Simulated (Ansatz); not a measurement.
Al under changes of volume

One of the cells (16.116 Å³/atom); the others are scaled copies at fixed shape and fractional positions:

```xyz
1
Lattice="-1.5912 1.5912 1.5912 1.5912 -1.5912 1.5912 1.5912 1.5912 -1.5912" Properties=species:S:1:pos:R:3 pbc="T T T"
Al    0.0000    0.0000    0.0000
```

This isn't the form of Al at room conditions, which is fcc.

```yaml
Program: Ansatz 0.2.0
Functional: LDA
Potentials_or_basis: Ansatz PAW
Cutoff: "420 eV (not typed: the program's choice for these potentials)"
k_mesh: 12 × 12 × 12
Occupations: fermi-dirac, width 0.05 eV
Spin: no spin polarisation
```

```tsv
volume (Å³/atom)	energy over the lowest point (meV/atom)	pressure (GPa)
15.149	?	?
15.471	8.60	3.9
15.793	2.60	2.1
16.116	0.00	0.5
16.438	0.49	-1.0
16.760	3.81	-2.3
17.083	9.67	-3.5
```

Problem. What does the run at 15.149 Å³/atom give?

Solution. Energy over the lowest point 18.30 meV/atom; pressure 5.8 GPa.

Worked out: A Birch-Murnaghan fit of order 3 (a polynomial in V^(-2/3)) to the other rows has its minimum at 16.22 Å³/atom with B0 = V·E''(V) = 75 GPa and B' = 3.9. It gives 18.36 meV/atom at 15.149 Å³/atom, against the run's 18.30, and -dE/dV = 5.9 GPa, against 5.8.

Energies are extrapolated to zero smearing.

Caveats: the PAW data sets come from PBE, with cores solved anew for the run's functional, which leaves a small shift of forces and pressure.
